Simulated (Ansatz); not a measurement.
A surface is cut from this relaxed crystal of BP:

```yaml
crystal:
  lattice:
    - [0.00000, 2.26009, 2.26009]
    - [2.26009, 0.00000, 2.26009]
    - [2.26009, 2.26009, 0.00000]
  atoms:
    - { symbol: B, position: [0.00000, 0.00000, 0.00000] }
    - { symbol: P, position: [0.75000, 0.75000, 0.75000] }
```

Miller indices refer to the conventional cell of F-43m (No. 216), a = 4.520 Å, b = 4.520 Å, c = 4.520 Å, α = 90.00°, β = 90.00°, γ = 90.00°. The bulk's gap is 1.11 eV.

Consider the (110) slab of 7 planes, 9.6 Å thick with 15 Å of vacuum as cut; outer planes BP (top) and BP (bottom), all atoms relaxed.

The calculation used DFT PBEsol, scalar-relativistic, plane waves, PAW in Ansatz 0.2.0. Plane waves to 420 eV, a k mesh through Γ of 8×6×1 on the computed 14-atom cell and Gaussian smearing (0.05 eV); no spin polarisation. The cell repeats along c with a dipole correction in the vacuum.

Problem. Estimate the surface energy (mean of both faces).

Solution. 2.21 J/m².

Problem. Estimate the gap of the slab on the mesh.

Solution. 0.12 eV.

Problem. Predict the bulk valence band top under the vacuum level.

Solution. 5.45 eV.

Problem. Predict the bulk conduction band bottom under the vacuum level.

Solution. 4.33 eV.

Problem. The top two planes lie 1.598 Å apart in the bulk. How does relaxation change this?

Solution. The spacing becomes 1.487 Å (-7.0 %), and the top plane rumples by 0.484 Å.

Gaps are read on the k points sampled, so a band crossing between them can be missed.